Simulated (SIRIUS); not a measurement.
ScAl3: energy against volume and a worked fit

It takes space group Pm-3m (No. 221, cubic). The conventional cell has a = 4.088 Å, b = 4.088 Å, c = 4.088 Å, α = 90.00°, β = 90.00°, γ = 90.00°. Around Sc (site symmetry m-3m) lie 12 Al at 2.89 Å. Al (site symmetry 4/mmm) has 4 Sc at 2.89 Å and 8 Al at 2.89 Å as nearest neighbours.

The cell is a database's computed one, not the measured one.

The cell was scaled at fixed shape and fractions and run with SIRIUS, all-electron FP-LAPW, apw+lo standard; RPBE, k mesh 7 × 7 × 7 on the cell of 4 atoms, fermi-dirac occupations of 0.05 eV, no spin polarisation, no spin-orbit coupling. Energies are those that the program minimises, any entropy of the smearing included. For a metal such a mesh isn't converged to the digits shown.

```tsv
V (Å³/atom)	energy over the lowest row (meV/atom)
16.0524	46.62
16.3939	?
16.7354	14.82
17.0770	5.89
17.4185	1.11
17.7601	0.00
18.1016	2.24
```

Question: Fit the third-order Birch-Murnaghan form, give V0, B0 and B′, and predict the energy left open.

Answer: With y = (V0/V)^(2/3), E = E0 + (9 V0 B0/16) [(y - 1)³ B′ + (y - 1)² (6 - 4y)]. Least squares through the rows shown give V0 = 17.6969 Å³/atom, E0 = -0.06 meV, B0 = 82.96 GPa (1 eV/Å³ = 160.218 GPa) and B′ = 4.10, with a largest miss of 0.02 meV. At V = 16.3939 the form with these constants gives 28.22 meV; the run gave 28.25 meV an atom. Measured volume: 17.27 Å³/atom at 300 K (pmc:8067998, doi:10.3390/ma14081837), so the fit lies +2.5 % from it. Measured modulus: 91.5 GPa at 298 K (pmc:8067998, doi:10.3390/ma14081837), so the fit lies -9.3 % from it. The runs are for a static lattice.
